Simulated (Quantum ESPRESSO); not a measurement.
A run of Quantum ESPRESSO 7.5:

The input pw.in:

```
&CONTROL
  calculation = 'scf'
  prefix = 'pwscf'
  outdir = './tmp'
  pseudo_dir = './pseudo'
  tprnfor = .true.
  disk_io = 'nowf'
/
&SYSTEM
  ibrav = 0
  nat = 4
  ntyp = 2
  ecutwfc = 88
  nbnd = 32
  input_dft = 'XC-000I-000I-000I-000I-000I-660L'
  occupations = 'smearing'
  smearing = 'fd'
  degauss = 0.00367493
  nqx1 = 3
  nqx2 = 3
  nqx3 = 2
  ecutfock = 176
  nosym = .true.
/
&ELECTRONS
  conv_thr = 1d-07
  electron_maxstep = 120
  mixing_beta = 0.5
  adaptive_thr = .true.
/
ATOMIC_SPECIES
Cu    63.5460 Cu_ONCV_PBE-1.2.upf
O     15.9990 O_ONCV_PBE-1.2.upf
CELL_PARAMETERS angstrom
   2.8795009639    0.0000000000    0.0000000000
   0.0390727580    2.8792794796    0.0000000000
   0.0174953863    0.0172449008    5.1763391994
ATOMIC_POSITIONS crystal
Cu     0.0000000000    0.5000000000    0.0000000000
Cu     0.5000000000    0.0000000000    0.5000000000
O      0.9984239700    0.0016717800    0.7498871000
O      0.0015760300    0.9983282200    0.2501129000
K_POINTS automatic
3 3 2 0 0 0
```

Potentials or basis: SG15 PBE 1.2.

Command:

```bash
$ OMP_NUM_THREADS=1 mpirun -n 2 pw.x -in pw.in > pw.out
```

Hardware: 2 MPI ranks on Arm Neoverse V1, on a shared host.

**Question.** Estimate the wall time of this run.

**Answer.** Run time: 20 min on 2 MPI ranks on Arm Neoverse V1, on a shared host, peak memory 0.4 GiB a rank. Counts: scf iterations 74, k pools 1, bands 32, k points 10, g dense 32311.
